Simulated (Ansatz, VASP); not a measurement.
**One calculation of InSb, two programs**

File INCAR:

```
ALGO     = Normal         # electronic algorithm
EDIFF    = 1E-6           # SCF threshold, eV
ENCUT    = 520            # plane-wave cutoff, eV
GGA      = PE             # functional
ISIF     = 2              # what is computed and relaxed
ISMEAR   = 0              # smearing method
LASPH    = True           # aspherical terms in the spheres
LCHARG   = False          # write CHGCAR
LREAL    = False          # projectors in reciprocal space
LWAVE    = False          # write WAVECAR
NBANDS   = 16             # bands
NELM     = 100            # most SCF steps
PREC     = Accurate       # precision mode
SIGMA    = 0.1            # smearing width, eV
```

The input KPOINTS:

```
k-points
0
Gamma
  14 14 8
```

POSCAR

```
InSb
1.0
    2.9350067578      0.0000000000      0.0000000000
    0.0000000000      2.9350067578      0.0000000000
    0.0000000000      0.0000000000      6.4887020612
In Sb
1 1
Direct
    0.0000000000      0.0000000000      0.0000000000
    0.0000000000      0.0000000000      0.5000000000
```

Input for Ansatz:

```yaml
crystal:
  lattice:
    - [2.9350067578, 0.0, 0.0]
    - [0.0, 2.9350067578, 0.0]
    - [0.0, 0.0, 6.4887020612]
  atoms:
    - { symbol: In, position: [0.0, 0.0, 0.0] }
    - { symbol: Sb, position: [0.0, 0.0, 0.5] }
basis:
  ecutwfc: 420
kpoints:
  mp_grid: { grid: [14, 14, 8] }
hamiltonian:
  xc: pbe
scf:
  occupations: { method: gaussian, width: 0.1 }
output:
  forces: true
  stress: true
  eigenvalues: true
```

Alike in both runs: task single point; functional PBE; k mesh 14 × 14 × 8; occupations gaussian, width 0.1 eV; no spin polarisation.

```csv
,VASP,Ansatz
version,VASP 6.6.1,Ansatz 0.2.0
potentials or method,"VASP PAW PBE potentials, release 64 (In_d, Sb)","scalar-relativistic, plane waves, PAW"
plane-wave cutoff (eV),520,420
valence electrons in the cell,18,28
```

```tsv
	VASP	Ansatz	Ansatz less VASP
gap on the k mesh at the Fermi level (eV)	none	none	-
pressure (GPa)	4.4	4.4	-0.01
largest component of the traceless stress (GPa)	6.61	6.58	-0.027
```

A gap of «none» marks a metal or a gap that the smearing closes. The two sets of potentials don't hold the same shells in valence.

Spin-orbit coupling is left out, which matters for the levels of Sb.
